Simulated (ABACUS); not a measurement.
# Ag (P-1) in ABACUS: a series of runs

The runs below take Ag through relaxation of cell and atoms, with PBE.

Program: ABACUS 3.10.1. These are calculated values, not measurements. Logs are shortened: lines on timing, memory, paths and dates and some standing lists are left out, and cuts for length are marked.

### 1 The structure

The typed cell holds 1 atom: a = 2.819 Å, b = 2.883 Å, c = 2.861 Å, α = 109.89°, β = 107.88°, γ = 109.47°.

### 2 Relaxation of cell and atoms, PBE

Contents of INPUT:

```
INPUT_PARAMETERS
suffix              Ag
calculation         cell-relax
basis_type          lcao
pseudo_dir          ./
orbital_dir         ./
symmetry            1
dft_functional      pbe
ecutwfc             100
pseudo_rcut         7
nspin               1
nbands              14
ks_solver           genelpa
smearing_method     fd
smearing_sigma      0.00367493
scf_thr             1e-07
scf_nmax            100
mixing_type         broyden
mixing_beta         0.7
cal_force           1
cal_stress          1
out_mul             1
relax_nmax          60
force_thr_ev        0.01
relax_method        cg
out_stru            1
stress_thr          0.5
```

Contents of STRU:

```
ATOMIC_SPECIES
Ag 107.8682 Ag.upf

NUMERICAL_ORBITAL
Ag_confined-atom_7au_3s2p2d1f.orb

LATTICE_CONSTANT
1.8897261246

LATTICE_VECTORS
-1.6103805100 1.6535326600 1.6181576800
1.6593070500 -1.6605473000 1.6740988600
1.6393304800 1.6894972700 -1.6251723200

ATOMIC_POSITIONS
Direct

Ag
0.0
1
0.0000000000 0.0000000000 0.0000000000 1 1 1
```

Contents of KPT:

```
K_POINTS
0
Gamma
8 8 8 0 0 0
```

Potentials or basis: PseudoDojo NC SR 0.4.1 PBE standard, DZP LCAO (the cutoffs set its grid).

Run with:

```
$ OMP_NUM_THREADS=1 mpirun -np 4 abacus > log
```

running log:

```text
ABACUS v3.10.1

               Atomic-orbital Based Ab-initio Computation at UStc

 ------------------------------------------------------------------------------------

 READING GENERAL INFORMATION
                           global_out_dir = OUT.Ag/
                           global_in_card = INPUT
                               pseudo_dir = ./
                              orbital_dir = ./
                                    DSIZE = 4
                                    GSIZE = 1

 READING UNITCELL INFORMATION
                                    ntype = 1
                  lattice constant (Bohr) = 1.88973
              lattice constant (Angstrom) = 1

 READING ATOM TYPE 1
                               atom label = Ag
                      L=0, number of zeta = 3
                      L=1, number of zeta = 2
                      L=2, number of zeta = 2
                      L=3, number of zeta = 1
             number of atom for this type = 1

                        TOTAL ATOM NUMBER = 1
DIRECT COORDINATES
    atom                   x                   y                   z     mag                  vx                  vy                  vz
taud_Ag1            0.0000000000        0.0000000000        0.0000000000  0.0000        0.0000000000        0.0000000000        0.0000000000

                          Volume (Bohr^3) = 122.463
                             Volume (A^3) = 18.1471

 Lattice vectors: (Cartesian coordinate: in unit of a_0)
             -1.61038            +1.65353            +1.61816
             +1.65931            -1.66055             +1.6741
             +1.63933             +1.6895            -1.62517
 Reciprocal vectors: (Cartesian coordinate: in unit of 2 pi/a_0)
          -0.00714769           +0.299831           +0.304488
            +0.298733         -0.00195895           +0.299299
             +0.30061           +0.296519         -0.00383562
 The esolver type has been set to : ksdft_lcao

                PAO radial cut off (Bohr) = 7

 Read in pseudopotential file is Ag.upf
                     pseudopotential type = NC
          exchange-correlation functional = PBE
                 nonlocal core correction = 1
                        valence electrons = 19
                                     lmax = 2
                           number of zeta = 4
                     number of projectors = 6
                           L of projector = 0
                           L of projector = 0
                           L of projector = 1
                           L of projector = 1
                           L of projector = 2
                           L of projector = 2
     initial pseudo atomic orbital number = 10

 SETUP THE ELECTRONS NUMBER
            electron number of element Ag = 19
      total electron number of element Ag = 19
            AUTOSET number of electrons:  = 19
                           occupied bands = 10
                                   NLOCAL = 26
                                   NBANDS = 14
                                   NBANDS = 14
                                   NLOCAL = 26

%%%%%%%%%%%%%%%%%%%%%%%%%%%%%%%%%%%%%%%%%%%%%%%%%%%%%%%%%%%%%%%%%%%%%%%%%%%%%%%%%%%%%%%%%%%%%%%%%%%%%%%%%%
[... 105 lines left out ...]
       1  0.00000000  0.00000000  0.00000000  0.0020       0
       2  0.12500000  0.00000000  0.00000000  0.0039       1
       3  0.25000000  0.00000000  0.00000000  0.0039       2
       4  0.37500000  0.00000000  0.00000000  0.0039       3
       5  0.50000000  0.00000000  0.00000000  0.0020       4
       6  0.00000000  0.12500000  0.00000000  0.0039       8
[... 22 lines left out ...]
      29 -0.12500000  0.37500000  0.00000000  0.0039      31
      30  0.00000000  0.50000000  0.00000000  0.0020      32
[... 230 further k points ...]

                               nkstot now = 260
[... K-POINTS DIRECT COORDINATES: 260 rows ...]

           k-point number in this process = 260
       minimum distributed K point number = 260
[... stars of the k points ...]

[... K-POINTS CARTESIAN COORDINATES: 260 rows ...]

[... K-POINTS DIRECT COORDINATES: 260 rows ...]

 SETUP PLANE WAVES FOR WAVE FUNCTIONS
     energy cutoff for wavefunc (unit:Ry) = 100
              fft grid for wave functions = [ 36, 36, 36 ]
                    number of plane waves = 3317
                         number of sticks = 297

 PARALLEL PW FOR WAVE FUNCTIONS
     PROC   COLUMNS(POT)             PW
        1             74            829
        2             74            829
        3             75            830
        4             74            829
 --------------- sum -------------------
        4            297           3317

 SET NONLOCAL PSEUDOPOTENTIAL PROJECTORS
 max number of nonlocal projetors among all species is 6

 -------------------------------------------
 STEP OF RELAXATION : 1
 -------------------------------------------

 SETUP SEARCHING RADIUS FOR PROGRAM TO SEARCH ADJACENT ATOMS
                  longest orb rcut (Bohr) = 7
   longest nonlocal projector rcut (Bohr) = 1.66
                     search radius (Bohr) = 17.3
              searching radius is (Bohr)) = 17.3
         searching radius unit is (Bohr)) = 1.89
                         PeriodicBoundary = 1
                        Radius(unit:lat0) = 9.17
                                   glayer = [ 5, 5, 5 ]
                             glayer_minus = [ 4, 4, 4 ]

Find the coordinate range of the input atom(unit:lat0).
                                  min_tau = [ -19.6, -20, -19.7 ]
                                  max_tau = [ 19.6, 20, 19.7 ]
                                BoxNumber = [ 9, 9, 9 ]

 SETUP EXTENDED REAL SPACE GRID FOR GRID INTEGRATION
                          real space grid = [ 36, 36, 36 ]
                 big cell numbers in grid = [ 12, 12, 12 ]
             meshcell numbers in big cell = [ 3, 3, 3 ]
                        extended fft grid = [ 19, 19, 19 ]
                dimension of extened grid = [ 51, 51, 51 ]
                            UnitCellTotal = 125
              Atom number in sub-FFT-grid = 1
    Local orbitals number in sub-FFT-grid = 26
                                ParaV.nnr = 17069
                                 init_chg = atomic

 LCAO ALGORITHM --------------- ION=   1  ELEC=   1--------------------------------

 Density error is 0.0421983248064
----------------------------------------------------------
     Energy           Rydberg                 eV
----------------------------------------------------------
 E_KohnSham     -310.0040666266      -4217.8217092937
 E_Harris       -313.7978758882      -4269.4391323758
 E_Fermi        1.2270436263         16.6947850119
----------------------------------------------------------
[... 1760 lines left out ...]
 Lattice vectors: (Cartesian coordinate: in unit of a_0)
            -1.535638           +1.917676           +1.528787
            +1.536791           -1.913773           +1.535868
            +1.528090           +1.919412           -1.534170
 Reciprocal vectors: (Cartesian coordinate: in unit of 2 pi/a_0)
            -0.000661           +0.261070           +0.325969
            +0.326094           +0.001099           +0.326177
            +0.325796           +0.261254           -0.000455

 -------------------------------------------
[... 17 further ionic steps ...]
 STEP OF RELAXATION : 21
 -------------------------------------------

[... set-up of the moved cell ...]

 LCAO ALGORITHM --------------- ION=  21  ELEC=   1--------------------------------
[... 1789 lines left out ...]
 Largest gradient in stress is 0.475695 kbar.
 Threshold is 0.500000 kbar.

 Relaxation is converged!

 --------------------------------------------
 !FINAL_ETOT_IS -4218.2281353531052446 eV
 --------------------------------------------
```

Run time: 2.1 min. Hardware: 4 MPI ranks of Intel Xeon 6975P-C (Granite Rapids), shared host; peak memory 0.68 GiB.

What came out:

| Property | Result |
| --- | --- |
| Free energy | -4218.2281 eV |
| Relaxed volume | 18.06 Å³/atom |
| Relaxed cell | a = 2.944 Å, b = 2.944 Å, c = 2.944 Å, α = 119.90°, β = 90.18°, γ = 119.90° |
| Space group after relaxing (to 0.05 Å) | Fm-3m (No. 225) |
| Energy gained by relaxing | 47.8 meV/atom |
| Ionic steps | 57 |
| Pressure after relaxing | 0.0 GPa |

Step by step:
```
step  energy change (eV)  largest force (eV/Å)  pressure (GPa)  volume (Å³)
   1              0.0000                0.0000           -0.01        18.15
   3             -0.0016                0.0000            0.12        18.14
   5             -0.0038                0.0000           -0.15        18.22
   7             -0.0074                0.0000            0.21        18.15
   9             -0.0126                0.0000           -0.18        18.22
  11             -0.0193                0.0000           -0.11        18.18
  13             -0.0281                0.0000            0.05        18.12
  15             -0.0358                0.0000           -0.25        18.15
  17             -0.0400                0.0000            1.28        17.83
  19             -0.0420                0.0000           -0.25        18.12
  21             -0.0422                0.0000            0.22        18.02
  23             -0.0425                0.0000            0.21        18.02
  25             -0.0427                0.0000           -0.12        18.08
  27             -0.0432                0.0000            0.04        18.04
  29             -0.0434                0.0000           -0.22        18.09
  31             -0.0435                0.0000            0.12        18.02
  33             -0.0436                0.0000            0.14        18.02
  35             -0.0438                0.0000           -0.30        18.11
  37             -0.0439                0.0000           -0.40        18.13
  39             -0.0441                0.0000            0.05        18.04
  41             -0.0444                0.0000            0.07        18.04
  43             -0.0449                0.0000           -0.07        18.06
  45             -0.0454                0.0000            0.03        18.05
  47             -0.0463                0.0000           -0.01        18.05
  49             -0.0471                0.0000            0.04        18.05
  51             -0.0475                0.0000           -0.14        18.09
  53             -0.0476                0.0000            0.16        18.03
  55             -0.0478                0.0000           -0.06        18.08
  57             -0.0478                0.0000            0.01        18.06
```

Final structure:
```yaml
crystal:
  lattice:
    - [-1.47815, 2.07740, 1.47115]
    - [1.47788, -2.07346, 1.47697]
    - [1.47023, 2.07907, -1.47672]
  atoms:
    - { symbol: Ag, position: [0.00000, 0.00000, 0.00000] }
```

Caveat: the atomic orbitals were generated for these runs and aren't a published set; the basis of atomic orbitals isn't converged, which shifts pressures, moduli and gaps.

(Continued in part 2 of 2.)
